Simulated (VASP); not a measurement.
Input of a VASP 6.6.1 run:

File INCAR:

```
PREC = Accurate ; ENCUT = 520
EDIFF = 1E-7 ; ISMEAR = 0
SIGMA = 0.02 ; LREAL = F
LASPH = T ; NELM = 100
ALGO = Normal ; ISIF = 2
LWAVE = F ; LCHARG = F
GGA = PS
```

KPOINTS

```
regular mesh
0
Gamma
  8 8 8
```

File POSCAR:

```
CdO
1.0
    0.0000000000      2.3476500000      2.3476500000
    2.3476500000      0.0000000000      2.3476500000
    2.3476500000      2.3476500000      0.0000000000
Cd O
1 1
Direct
    0.0000000000      0.0000000000      0.0000000000
    0.5000000000      0.5000000000      0.5000000000
```

The input KPOINTS_OPT:

```
path GXWKGLUWLK,UX
15
line-mode
reciprocal
 0.0000000000  0.0000000000  0.0000000000  G
 0.5000000000  0.0000000000  0.5000000000  X

 0.5000000000  0.0000000000  0.5000000000  X
 0.5000000000  0.2500000000  0.7500000000  W

 0.5000000000  0.2500000000  0.7500000000  W
 0.3750000000  0.3750000000  0.7500000000  K

 0.3750000000  0.3750000000  0.7500000000  K
 0.0000000000  0.0000000000  0.0000000000  G

 0.0000000000  0.0000000000  0.0000000000  G
 0.5000000000  0.5000000000  0.5000000000  L

 0.5000000000  0.5000000000  0.5000000000  L
 0.6250000000  0.2500000000  0.6250000000  U

 0.6250000000  0.2500000000  0.6250000000  U
 0.5000000000  0.2500000000  0.7500000000  W

 0.5000000000  0.2500000000  0.7500000000  W
 0.5000000000  0.5000000000  0.5000000000  L

 0.5000000000  0.5000000000  0.5000000000  L
 0.3750000000  0.3750000000  0.7500000000  K

 0.6250000000  0.2500000000  0.6250000000  U
 0.5000000000  0.0000000000  0.5000000000  X
```

Potentials or basis: VASP PAW PBE potentials, release 64 (Cd, O).

Run with:

```console
$ cat potpaw_PBE.64/Cd/POTCAR potpaw_PBE.64/O/POTCAR > POTCAR
$ mpirun -np 1 vasp_std > vasp.out
```

**Question.** What does it give for the pressure?

**Answer.** 1.1 GPa.

**Question.** Estimate the band gap along the path.

**Answer.** None (metal or under the smearing width).

Levels at the corners of the path, in eV from the Fermi level:
```
point  band 6  band 7  band 8  band 9  band 10  band 11  band 12  band 13
    Γ   -6.38   -1.39   -1.39   -1.39    -0.54    14.75    16.88    16.88
    X   -5.65   -4.45   -2.38   -2.38     3.76     8.43    11.05    13.23
    X   -5.65   -4.45   -2.38   -2.38     3.76     8.43    11.05    13.23
    W   -5.76   -3.07   -3.07   -1.92     5.91     8.81     8.81    10.60
    W   -5.76   -3.07   -3.07   -1.92     5.91     8.81     8.81    10.60
    K   -5.96   -3.48   -2.94   -1.30     5.32     8.48     8.52    12.81
    K   -5.96   -3.48   -2.94   -1.30     5.32     8.48     8.52    12.81
    Γ   -6.38   -1.39   -1.39   -1.39    -0.54    14.75    16.88    16.88
    Γ   -6.38   -1.39   -1.39   -1.39    -0.54    14.75    16.88    16.88
    L   -6.11   -3.86   -0.02   -0.02     4.27     7.24    11.80    11.80
    L   -6.11   -3.86   -0.02   -0.02     4.27     7.24    11.80    11.80
    U   -5.96   -3.48   -2.94   -1.30     5.32     8.48     8.52    12.81
    U   -5.96   -3.48   -2.94   -1.30     5.32     8.48     8.52    12.81
    W   -5.76   -3.07   -3.07   -1.92     5.91     8.81     8.81    10.60
    W   -5.76   -3.07   -3.07   -1.92     5.91     8.81     8.81    10.60
    L   -6.11   -3.86   -0.02   -0.02     4.27     7.24    11.80    11.80
    L   -6.11   -3.86   -0.02   -0.02     4.27     7.24    11.80    11.80
    K   -5.96   -3.48   -2.94   -1.30     5.32     8.48     8.52    12.81
    U   -5.96   -3.48   -2.94   -1.30     5.32     8.48     8.52    12.81
    X   -5.65   -4.45   -2.38   -2.38     3.76     8.43    11.05    13.23
```

Caveat: the PAW data sets were made with another functional, which shifts forces and pressure a little; this crystal is a semiconductor, whose small gap the functional closes, so the metal is an error of the method.
